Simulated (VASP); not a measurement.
Here is a VASP 6.6.1 calculation.

Contents of INCAR:

```
  ALGO = Fast
  EDIFF = 1E-7
  EDIFFG = -0.005
  ENCUT = 600
  GGA = AM
  IBRION = 2
  ISIF = 3
  ISMEAR = -1
  LASPH = True
  LCHARG = False
  LREAL = False
  LWAVE = False
  NELM = 80
  NSW = 40
  PREC = Accurate
  SIGMA = 0.05
```

File KPOINTS:

```
k-points
0
Gamma
  8 8 8
```

POSCAR

```
InPd
1.0
    3.2718847800      0.0000000000      0.0000000000
    0.0000000000      3.2718847800      0.0000000000
    0.0000000000      0.0000000000      3.2718847800
In Pd
1 1
Direct
    0.0000000000      0.0000000000      0.0000000000
    0.5000000000      0.5000000000      0.5000000000
```

Potentials or basis: VASP PAW PBE potentials, release 64 (In_d, Pd).

Launch:

```console
$ cat potpaw_PBE.64/In_d/POTCAR potpaw_PBE.64/Pd/POTCAR > POTCAR
$ mpirun -np 1 vasp_std > vasp.out
```

Problem. What does it give for the relaxed cell?

Solution. a = 3.245 Å, b = 3.245 Å, c = 3.245 Å, α = 90.00°, β = 90.00°, γ = 90.00°.

Problem. What does it give for the space group after relaxing (to 0.05 Å)?

Solution. Pm-3m (No. 221).

Problem. What does it give for the relaxed volume?

Solution. 17.09 Å³/atom.

Step by step:
```csv
step,energy change (eV),largest force (eV/Å),pressure (GPa),volume (Å³)
1,0.0000,0.0000,-3.13,35.03
2,0.0013,0.0000,3.79,33.32
3,-0.0086,0.0000,-0.03,34.18
```

Caveat: the PAW data sets were made with another functional, which shifts forces and pressure a little.
